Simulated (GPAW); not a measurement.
Crystal: WS2.

```xyz
3
Lattice="1.5790 0.9116 6.1633 -1.5790 0.9116 6.1633 0.0000 -1.8233 6.1633" Properties=species:S:1:pos:R:3 pbc="T T T"
W     0.0000    0.0000    0.0000
S     0.0000    0.0000   10.7427
S     0.0000    0.0000   13.8730
```

Measurements of this composition are mostly on another form, of space group No. 194.

Base run:

```yaml
Program: GPAW 26.7.0
Functional: PBEsol
Potentials_or_basis: PAW data sets generated in the run's folder for this functional
Cutoff: 600 eV
Basis: pw
k_mesh: 7 × 7 × 7
Occupations: fermi-dirac, width 0.05 eV
Spin: no spin polarisation
```

Its results: band gap on the k mesh 1.09 eV, indirect (least direct gap 2.30 eV); pressure -0.7 GPa; largest force 0.601 eV/Å.

**Question.** The run is repeated on the same cell with these changes: k mesh from 7 × 7 × 7 to 10 × 10 × 10. What comes out?

**Answer.** Band gap on the k mesh 1.01 eV, indirect (least direct gap 2.23 eV); pressure -0.7 GPa; largest force 0.601 eV/Å.

Caveats: spin-orbit coupling is left out, which moves the levels of the heavy elements; the mesh misses the band edges, which the band path finds closer together (some runs).

Not every run made on this cell is shown here.
